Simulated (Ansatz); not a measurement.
# Polar CdS (0001) films against thickness

What happens to a polar CdS (0001) film as it grows?

Calculated with Ansatz 0.2.0; plane-wave DFT, PBE, Ansatz PAW.

Most raw output is cut from this account.

### 1. The starting structure

The cell holds 2 atoms: 1 S and 1 Cd. Cell: a = 4.140 Å, b = 4.140 Å, c = 18.827 Å, α = 90.0°, β = 90.0°, γ = 120.0°. It derives from CdS (wurtzite CdS). Vacuum lies along c.

### 2. Relaxation, 2 atoms, units 1

The structure is relaxed first, because levels and dipoles at a surface follow the positions of the outer atoms.

input.yaml

```yaml
crystal:
  lattice:
    - [4.14, 0.0, 0.0]
    - [-2.07, 3.58534517, 0.0]
    - [0.0, 0.0, 18.82656]
  atoms:
    - { symbol: S, position: [0.66666667, 0.33333333, 0.4780480343] }
    - { symbol: Cd, position: [0.33333333, 0.66666667, 0.5219519657] }
kpoints:
  mp_grid: { grid: [12, 12, 1] }
hamiltonian:
  xc: pbe
scf:
  occupations: { method: fermi_dirac, width: 0.03 }
  convergence: { dr2_threshold: 1.0e-09 }
efield:
  axis: 3
  dipole_correction: true
  ramp_position: 0.97
  ramp_width: 0.06
relax:
  f_tol: 0.01
  max_steps: 100
output:
  write_potential: true
  write_density: true
  volumetric_format: npy
```

Launch:

```console
$ ansatz run input.yaml --threads 8 --pin off --max-ram 12288MiB --backend cpu --events-out ev --progress --plain --runs-dir out
```

It took 4.2 s on 8 threads of Arm Neoverse V2, shared host; peak memory 0.63 GiB; 26 s of CPU time.

Step by step:

| step | energy less that of the first step (eV) | largest force component (eV/Å) |
| --- | --- | --- |
| 1 | 0.0000 | 0.9667 |
| 2 | -0.1847 | 0.2543 |
| 3 | -0.2046 | 0.1067 |
| 4 | -0.2118 | 0.0066 |

The run keeps the 6 symmetry operations that it works with, so distortions that break them were not tested.

The atoms that moved most (Å):

```
atom     dx     dy      dz  length
  S1  0.000  0.000   0.291   0.291
 Cd2  0.000  0.000  -0.291   0.291
```

Final coordinates:

```xyz
2
Lattice="4.1400 0.0000 0.0000 -2.0700 3.5853 0.0000 0.0000 0.0000 18.8266" Properties=species:S:1:pos:R:3
S     2.0700    1.1951    9.2907
Cd    0.0000    2.3902    9.5359
```

This step gave:

| Item | Value |
| --- | --- |
| gap on the k-mesh | 1.811 eV |
| dipole along the normal | 0.06070 e·Å |
| step between the vacuum levels | -0.7400 eV |
| ionisation energy, upper face | 5.193 eV |
| electron affinity, upper face | 3.382 eV |
| ionisation energy, lower face | 5.933 eV |

Running mean over 3.36 Å of the planar mean; the ramp of the sawtooth is left out. The electron's electrostatic potential energy less the Fermi level by z:

| z (Å) | electron's electrostatic potential energy less the Fermi level (eV) |
| --- | --- |
| 3.0 | 5.02 |
| 3.5 | 5.02 |
| 4.0 | 5.02 |
| 4.5 | 5.02 |
| 5.0 | 5.01 |
| 5.5 | 5.01 |
| 6.0 | 4.98 |
| 6.5 | 4.85 |
| 7.0 | 4.27 |
| 7.5 | 2.61 |
| 8.0 | 0.439 |
| 8.5 | -1.11 |
| 9.0 | -1.72 |
| 9.5 | -1.91 |
| 10.0 | -1.86 |
| 10.5 | -1.12 |
| 11.0 | 0.677 |
| 11.5 | 2.67 |
| 12.0 | 3.82 |
| 12.5 | 4.17 |
| 13.0 | 4.25 |
| 13.5 | 4.27 |
| 14.0 | 4.27 |
| 14.5 | 4.28 |
| 15.0 | 4.28 |
| 15.5 | 4.28 |
| 16.0 | 4.28 |

The relaxation took 4 steps and lowered the energy by 0.21 eV; the largest force on the free atoms ends at 0.0066 eV/Å.

The gap is 1.81 eV, with the valence edge 5.19 eV and the conduction edge 3.38 eV under the upper vacuum level.

### 3. The relaxed film, single point, 2 atoms, units 1

The film was relaxed beforehand; a single point on the relaxed positions gives its levels and potential.

input.yaml, the sections that differ from step 2:

```yaml
crystal:
  lattice:
    - [4.139999999, 0.0, 0.0]
    - [-2.0699999995, 3.5853451708, 0.0]
    - [0.0, 0.0, 18.82656]
  atoms:
    - { symbol: S, position: [0.6666666667, 0.3333333333, 0.4934880382] }
    - { symbol: Cd, position: [0.3333333333, 0.6666666667, 0.5065119618] }
output:
  eigenvalues: true
  dos: { projected: true, e_range: [-7, 7] }
  write_potential: true
  write_density: true
  volumetric_format: npy
# kpoints, hamiltonian, scf, efield: as in step 2
# relax: removed
```

Elapsed: 1.4 s, on 8 threads; peak memory 0.62 GiB; 9.1 s of CPU time.

Numbers from this step:

```yaml
dipole_along_the_normal: 0.06069 e·Å
step_between_the_vacuum_levels: -0.7399 eV
```

Running mean over 3.36 Å of the planar mean; the ramp of the sawtooth is left out. Electron's electrostatic potential energy less the Fermi level against z:

z (Å), electron's electrostatic potential energy less the Fermi level (eV) and a bar from the least value:
```
      3.0       5.02 ##############################
      3.5       5.02 ##############################
      4.0       5.02 ##############################
      4.5       5.02 ##############################
      5.0       5.01 ##############################
      5.5       5.01 ##############################
      6.0       4.98 ##############################
      6.5       4.85 #############################
      7.0       4.27 ###########################
      7.5       2.61 ####################
      8.0       0.44 ##########
      8.5      -1.11 ###
      9.0      -1.72 #
      9.5      -1.91 
     10.0      -1.86 
     10.5      -1.12 ###
     11.0       0.68 ###########
     11.5       2.67 ####################
     12.0       3.82 #########################
     12.5       4.17 ##########################
     13.0       4.25 ###########################
     13.5       4.27 ###########################
     14.0       4.27 ###########################
     14.5       4.28 ###########################
     15.0       4.28 ###########################
     15.5       4.28 ###########################
     16.0       4.28 ###########################
```

The density of states has structure finer than the step of the table below, so its rows give means over 0.25 eV, whole bins alone (the curve runs from -7 to 1.98 eV). Peaks (eV: height): -4.750: 4.78, -4.650: 2.65, -2.400: 4.27, -2.050: 5.66, -1.740: 4.30, -1.390: 4.75.

Density of states against energy, zero at the Fermi level of the run, which the smearing sets inside the gap; means over each step:

energy (eV), density of states (states/eV a cell) and a bar:
```
    -5.00       0.00 
    -4.75       1.80 ###############
    -4.50       1.55 #############
    -4.25       0.89 ########
    -4.00       0.62 #####
    -3.75       0.54 #####
    -3.50       0.85 #######
    -3.25       0.96 ########
    -3.00       1.08 #########
    -2.75       1.25 ###########
    -2.50       2.35 ####################
    -2.25       1.30 ###########
    -2.00       2.19 ###################
    -1.75       2.55 ######################
    -1.50       3.51 ##############################
    -1.25       1.86 ################
    -1.00       0.33 ###
    -0.75       0.00 
    -0.50       0.00 
    -0.25       0.00 
     0.00       0.00 
     0.25       0.00 
     0.50       0.00 
     0.75       0.00 
     1.00       0.05 
     1.25       0.17 #
     1.50       0.20 ##
     1.75       0.24 ##
```

Layers: CdS from below. The projected DOS per atom by energy from the Fermi level; read off at these points:

| energy from the Fermi level (eV) | projected DOS per atom (states/eV) |
| --- | --- |
| -6.95 | 0 |
| -6.73 | 0 |
| -6.51 | 0 |
| -6.18 | 0 |
| -5.96 | 0 |
| -5.74 | 0 |
| -5.52 | 0 |
| -5.30 | 0 |
| -4.97 | 0 |
| -4.75 | 0.920 |
| -4.64 | 1.55 |
| -4.53 | 0.838 |
| -4.31 | 0.462 |
| -4.09 | 0.340 |
| -3.87 | 0.282 |
| -3.54 | 0.37 |
| -3.32 | 0.452 |
| -3.10 | 0.492 |
| -2.88 | 0.564 |
| -2.66 | 0.624 |
| -2.44 | 1.65 |
| -2.33 | 0.728 |
| -2.11 | 1.54 |
| -1.89 | 0.114 |
| -1.67 | 1.49 |
| -1.45 | 2.18 |
| -1.12 | 0.245 |
| -0.90 | 0.0209 |
| -0.68 | 0 |
| -0.46 | 0 |
| -0.24 | 0 |
| -0.02 | 0 |
| 0.31 | 0 |
| 0.53 | 0 |
| 0.75 | 0 |
| 0.97 | 0.0191 |
| 1.19 | 0.0741 |
| 1.52 | 0.0972 |
| 1.74 | 0.114 |
| 1.96 | 0.147 |

The vacuum levels of the two faces differ by 0.74 eV, and the gap is 1.81 eV.

### 4. Relaxation, 4 atoms, units 2

System of this step: CdS (0001), 2 units. The cell holds 4 atoms: 2 S and 2 Cd. Its edges and angles: a = 4.140 Å, b = 4.140 Å, c = 22.187 Å, α = 90.0°, β = 90.0°, γ = 120.0°. It derives from CdS (wurtzite CdS). Vacuum lies along c.

The next thickness, treated alike, to follow how potential and charge build up across the film.

input.yaml, the sections that differ from step 3:

```yaml
crystal:
  lattice:
    - [4.14, 0.0, 0.0]
    - [-2.07, 3.58534517, 0.0]
    - [0.0, 0.0, 22.18656]
  atoms:
    - { symbol: S, position: [0.66666667, 0.33333333, 0.4056509887] }
    - { symbol: Cd, position: [0.33333333, 0.66666667, 0.4429059755] }
    - { symbol: S, position: [0.33333333, 0.66666667, 0.5570940245] }
    - { symbol: Cd, position: [0.66666667, 0.33333333, 0.5943490113] }
relax:
  f_tol: 0.01
  max_steps: 100
output:
  write_potential: true
  write_density: true
  volumetric_format: npy
# kpoints, hamiltonian, scf, efield: as in step 3
```

It took 16 s on 8 threads; peak memory 0.86 GiB.

The steps of the relaxation:

```csv
step,energy less that of the first step (eV),largest force component (eV/Å)
1,0.0000,1.4840
2,-0.2987,0.8518
3,-0.5006,0.2586
4,-0.5880,0.3405
5,-0.6796,0.2942
6,-0.7453,0.2137
7,-0.7489,0.1575
8,-0.7559,0.0252
9,-0.7561,0.0035
```

The run keeps the 6 symmetry operations that it works with, so distortions that break them were not tested.

The atoms that moved most (Å):

```
atom     dx     dy      dz  length
 Cd4  0.000  0.000  -0.949   0.949
  S3  0.000  0.000   0.495   0.495
  S1  0.000  0.000   0.331   0.331
 Cd2  0.000  0.000   0.123   0.123
```

The relaxed structure:

```xyz
4
Lattice="4.1400 0.0000 0.0000 -2.0700 3.5853 0.0000 0.0000 0.0000 22.1866" Properties=species:S:1:pos:R:3
S     2.0700    1.1951    9.3310
Cd    0.0000    2.3902    9.9496
S     0.0000    2.3902   12.8547
Cd    2.0700    1.1951   12.2378
```

Numbers from this step:

| Item | Value |
| --- | --- |
| gap on the k-mesh | 1.952 eV |
| dipole along the normal | 5.15e-4 e·Å |
| ionisation energy, upper face | 6.158 eV |
| electron affinity, upper face | 4.206 eV |

The relaxation took 9 steps and lowered the energy by 0.76 eV; the largest force on the free atoms ends at 0.0035 eV/Å.

The gap is 1.95 eV, with the valence edge 6.16 eV and the conduction edge 4.21 eV under the upper vacuum level.

### 5. Single point on the relaxed film, 4 atoms, units 2

input.yaml, the sections that differ from step 4:

```yaml
crystal:
  lattice:
    - [4.139999999, 0.0, 0.0]
    - [-2.0699999995, 3.5853451708, 0.0]
    - [0.0, 0.0, 22.18656]
  atoms:
    - { symbol: S, position: [0.6666666667, 0.3333333333, 0.4205715375] }
    - { symbol: Cd, position: [0.3333333333, 0.6666666667, 0.4484539128] }
    - { symbol: S, position: [0.3333333333, 0.6666666667, 0.5793903316] }
    - { symbol: Cd, position: [0.6666666667, 0.3333333333, 0.551584218] }
output:
  eigenvalues: true
  dos: { projected: true, e_range: [-7, 7] }
  write_potential: true
  write_density: true
  volumetric_format: npy
  elf: true
# kpoints, hamiltonian, scf, efield: as in step 4
# relax: removed
```

Elapsed: 2.9 s, on 8 threads; peak memory 0.86 GiB; 20 s of CPU time.

This step gave:

* dipole along the normal: 5.09e-4 e·Å
* electron affinity, upper face: 4.205 eV

The density of states has structure finer than the step of the table below, so its rows give means over 0.2 eV, whole bins alone (the curve runs from -7 to 1.98 eV). Peaks (eV: height): -4.65: 7.40, -4.19: 6.51, -2.79: 8.08, -2.65: 17.2, -2.23: 5.19, -1.39: 8.46.

Table of density of states by energy, zero at the Fermi level of the run, which the smearing sets inside the gap; means over each step:

```csv
energy (eV),density of states (states/eV a cell)
-5.4,0
-5.2,0.238
-5.0,1.76
-4.8,2.58
-4.6,4.36
-4.4,3.26
-4.2,3.94
-4.0,0.847
-3.8,1.03
-3.6,0.981
-3.4,1.05
-3.2,1.16
-3.0,1.64
-2.8,5.43
-2.6,6.31
-2.4,2.79
-2.2,4.23
-2.0,3.40
-1.8,3.04
-1.6,5.30
-1.4,5.83
-1.2,1.10
-1.0,0.320
-0.8,0
-0.6,0
-0.4,0
-0.2,0
0.0,0
0.2,0
0.4,0
0.6,0
0.8,0
1.0,0.0440
1.2,0.201
1.4,0.244
1.6,0.385
1.8,0.556
```

Projected DOS per atom over height of the atomic layer and energy from the Fermi level. Layers: S Cd Cd S from below.

Values in states/eV, 22 rows by 4 columns, each cell a mean:
```
0.11 0.15 0.15 0.11
0.06 0.07 0.07 0.06
0.01 0.02 0.02 0.01
0.00 0.00 0.00 0.00
0.00 0.00 0.00 0.00
0.00 0.00 0.00 0.00
0.00 0.00 0.00 0.00
0.25 0.02 0.02 0.25
2.61 0.16 0.16 2.59
1.46 0.12 0.12 1.45
1.55 0.12 0.12 1.56
2.32 0.16 0.16 2.33
0.59 0.07 0.07 0.60
0.40 0.08 0.08 0.40
0.33 0.11 0.11 0.33
1.24 0.57 0.57 1.24
1.02 0.61 0.62 1.02
0.22 0.12 0.13 0.23
0.00 0.00 0.00 0.00
0.00 0.00 0.00 0.00
0.00 0.00 0.00 0.00
0.00 0.00 0.00 0.00
```
Columns: height of the atomic layer (Å) from 9.33 to 12.9 (not evenly spaced); rows upwards: energy from the Fermi level (eV) from -6.95 to 1.96.

ELF in the ca plane at fractional y = 0.333, with atoms of S and Cd within 0.2 Å of it. It is the smooth field of the valence electrons, not physical close to the nuclei.

Values, 6 rows by 16 columns, each cell a mean:
```
0.00 0.00 0.00 0.00 0.00 0.09 0.52 0.78 0.62 0.18 0.26 0.21 0.10 0.01 0.00 0.00
0.00 0.00 0.00 0.00 0.01 0.20 0.76 0.56 0.67 0.27 0.64 0.39 0.08 0.00 0.00 0.00
0.00 0.00 0.00 0.00 0.01 0.18 0.72 0.68 0.72 0.25 0.54 0.33 0.07 0.00 0.00 0.00
0.00 0.00 0.00 0.00 0.00 0.06 0.38 0.65 0.48 0.15 0.21 0.25 0.15 0.02 0.00 0.00
0.00 0.00 0.00 0.00 0.00 0.00 0.04 0.14 0.17 0.11 0.36 0.62 0.40 0.07 0.00 0.00
0.00 0.00 0.00 0.00 0.00 0.01 0.09 0.22 0.19 0.11 0.30 0.54 0.34 0.05 0.00 0.00
```
Columns run along c (16.0 Å, from fractional 0.07 to 0.80 of the cell), rows up along a (4.1 Å). Atoms in or near the plane, at fractional coordinates: S at (0.42, 0.67), Cd at (0.55, 0.67).

Electrostatic potential energy in the ca plane at fractional y = 0.333, with atoms of S and Cd within 0.2 Å of it. With pseudopotentials it is smooth inside the atoms' cores, unlike the true potential.

Ten even steps from '0' (-30 eV) to '9' (4 eV), each cell a mean:
```
99999999999999999999877889887678899999999999
99999999999999999997313688852225899999999999
99999999999999999984000378720002689999999999
99999999999999999982000178620002689999999999
99999999999999999984000388730003789999999999
99999999999999999997434789863236899999999999
99999999999999999999888889887778999999999999
99999999999999999999988888998888999999999999
99999999999999999999988788999988999999999999
99999999999999999999988788999988999999999999
99999999999999999999988888998888999999999999
```
Columns run along c (16.0 Å, from fractional 0.07 to 0.80 of the cell; values clipped at the 3rd and 97th percentile), rows up along a (4.1 Å). Atoms in or near the plane, at fractional coordinates: S at (0.42, 0.67), Cd at (0.55, 0.67).

Valence density in the ca plane at fractional y = 0.333, with atoms of S and Cd within 0.2 Å of it. It is the smooth field of the valence electrons, not physical close to the nuclei.

Values in e/Å³, 6 rows by 16 columns, each cell a mean:
```
 0  0  0  0  0  0  0  1  0  0  1  0  0  0  0  0
 0  0  0  0  0  0  0  1  1  0 12  4  0  0  0  0
 0  0  0  0  0  0  0  1  1  0  8  3  0  0  0  0
 0  0  0  0  0  0  0  0  0  0  0  0  0  0  0  0
 0  0  0  0  0  0  0  0  0  0  0  0  0  0  0  0
 0  0  0  0  0  0  0  0  0  0  0  0  0  0  0  0
```
Columns run along c (16.0 Å, from fractional 0.07 to 0.80 of the cell), rows up along a (4.1 Å). Atoms in or near the plane, at fractional coordinates: S at (0.42, 0.67), Cd at (0.55, 0.67).

The vacuum levels of the two faces differ by 0.01 eV, and the gap is 1.95 eV.

### 6. Before relaxing, 4 atoms, units 2

For comparison, the film as cut from the bulk, to show what relaxation does to the dipole.

input.yaml, the sections that differ from step 5:

```yaml
crystal:
  lattice:
    - [4.14, 0.0, 0.0]
    - [-2.07, 3.58534517, 0.0]
    - [0.0, 0.0, 22.18656]
  atoms:
    - { symbol: S, position: [0.66666667, 0.33333333, 0.4056509887] }
    - { symbol: Cd, position: [0.33333333, 0.66666667, 0.4429059755] }
    - { symbol: S, position: [0.33333333, 0.66666667, 0.5570940245] }
    - { symbol: Cd, position: [0.66666667, 0.33333333, 0.5943490113] }
output:
  write_potential: true
  write_density: true
  volumetric_format: npy
# kpoints, hamiltonian, scf, efield: as in step 5
```

The job ended after 3.1 s (8 threads; peak memory 0.86 GiB; 22 s of CPU time).

This step gave:

```yaml
energy_at_zero_smearing: -18314.2196 eV
work_function_upper_face: 2.479 eV
work_function_lower_face: 6.569 eV
dipole_along_the_normal: 0.3355 e·Å
step_between_the_vacuum_levels: -4.090 eV
```

The vacuum levels of the two faces differ by 4.09 eV, and there is no gap.

### 7. Relaxing the film, 6 atoms, units 3

System of this step: CdS (0001), 3 units. The cell holds 6 atoms: 3 S and 3 Cd. Cell: a = 4.140 Å, b = 4.140 Å, c = 25.547 Å, α = 90.0°, β = 90.0°, γ = 120.0°. It derives from CdS (wurtzite CdS). Vacuum lies along c.

input.yaml, the sections that differ from step 6:

```yaml
crystal:
  lattice:
    - [4.14, 0.0, 0.0]
    - [-2.07, 3.58534517, 0.0]
    - [0.0, 0.0, 25.54656]
  atoms:
    - { symbol: S, position: [0.66666667, 0.33333333, 0.3522979219] }
    - { symbol: Cd, position: [0.33333333, 0.66666667, 0.3846529631] }
    - { symbol: S, position: [0.33333333, 0.66666667, 0.4838224794] }
    - { symbol: Cd, position: [0.66666667, 0.33333333, 0.5161775206] }
    - { symbol: S, position: [0.66666667, 0.33333333, 0.6153470369] }
    - { symbol: Cd, position: [0.33333333, 0.66666667, 0.6477020781] }
relax:
  f_tol: 0.01
  max_steps: 100
# kpoints, hamiltonian, scf, efield, output: as in step 6
```

The job ended after 31 s (8 threads; peak memory 1.1 GiB; 4 min of CPU time).

Relaxation path:

| step | energy less that of the first step (eV) | largest force component (eV/Å) |
| --- | --- | --- |
| 1 | 0.0000 | 1.0834 |
| 2 | -0.1908 | 0.5926 |
| 3 | -0.3717 | 0.2099 |
| 4 | -0.4305 | 0.1947 |
| 5 | -0.5091 | 0.2927 |
| 6 | -0.5644 | 0.1716 |
| 7 | -0.5914 | 0.1110 |
| 8 | -0.5968 | 0.0400 |
| 9 | -0.5972 | 0.0134 |
| 10 | -0.5973 | 0.0028 |

Forces are held to the 6 operations that the run works with; a distortion that breaks them can't arise in this run.

The atoms that moved most (Å):

```csv
atom,dx,dy,dz,length
Cd6,0.000,0.000,-0.912,0.912
S5,0.000,0.000,0.498,0.498
S3,0.000,0.000,0.355,0.355
Cd2,0.000,0.000,-0.251,0.251
S1,0.000,0.000,0.223,0.223
Cd4,0.000,0.000,0.087,0.087
```

The relaxed structure:

```xyz
6
Lattice="4.1400 0.0000 0.0000 -2.0700 3.5853 0.0000 0.0000 0.0000 25.5466" Properties=species:S:1:pos:R:3
S     2.0700    1.1951    9.2228
Cd    0.0000    2.3902    9.5759
S     0.0000    2.3902   12.7150
Cd    2.0700    1.1951   13.2733
S     2.0700    1.1951   16.2181
Cd    0.0000    2.3902   15.6346
```

The relaxation took 10 steps and lowered the energy by 0.60 eV; the largest force on the free atoms ends at 0.0028 eV/Å.

The gap is 0.61 eV.

(Part 1 of 3 ends here.)

[Logs are printed without paths, hosts, clocks, repeated set-up lines and the standing remarks that a program may print on its own settings, such as how far it seeks lower states.]

[Hosts, paths, dates, database ids (printed as entryN), source tags and the programs' standing remarks are cut or masked in the printed files.]

[Maps of the electrostatic potential energy from Ansatz leave out the sawtooth potential of an applied field or a dipole correction, so their vacuum need not be flat; planar profiles and work functions include it.]

[The density of states shown here was stored with 400 of the rows of the run's finer table, so its peaks can read low, often by over a quarter, or be missed, and its means over a window can be off by a tenth or more.]
